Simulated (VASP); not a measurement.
# Ge: single point with PBE

Crystal: Ge.

```
CELL_PARAMETERS angstrom
1.48805 -2.59469 0.00000
1.48805 2.59469 0.00000
0.00000 0.00000 4.72760
ATOMIC_POSITIONS crystal
Ge 0.33345 0.66655 0.25000
Ge 0.66655 0.33345 0.75000
```

This isn't the form of Ge at room conditions, which is diamond.

```
Program                : VASP 6.6.1
Task                   : single point
Functional             : PBE
Potentials or basis    : VASP PAW PBE potentials, release 64 (Ge_d_GW)
Cutoff                 : 500 eV
k mesh                 : 5 × 5 × 3
Occupations            : gaussian, width 0.02 eV
Spin                   : no spin polarisation
Further INCAR settings : ALGO = Normal; EDIFF = 1e-06; NBANDS = 21
```

```yaml
Pressure: 4.3 GPa
Largest_force: 0.010 eV/Å
Band_gap_on_the_k_mesh: none (metal or under the smearing width)
```

Forces on the atoms (eV/Å):
```
Ge   0.000 -0.010  0.000
Ge   0.000  0.010  0.000
```

Stress tensor (GPa, compression positive):
```
 1.30  0.00  0.00
 0.00  1.52  0.00
 0.00  0.00 10.22
```

Levels at points of the mesh, in eV from the Fermi level:
| k point | band 11 | band 12 | band 13 | band 14 | band 15 | band 16 | band 17 | band 18 |
| --- | --- | --- | --- | --- | --- | --- | --- | --- |
| (0.00, 0.00, 0.00) | -13.20 | -7.31 | -5.36 | 6.78 | 6.90 | 8.85 | 8.97 | 10.29 |

Run time: 5 s on 1 thread of Intel(R) Xeon(R) 6975P-C (Granite Rapids), on a shared host, peak memory 0.15 GiB.

Caveat: the k mesh is coarse (spacing up to 0.49 Å⁻¹), so the values aren't converged.
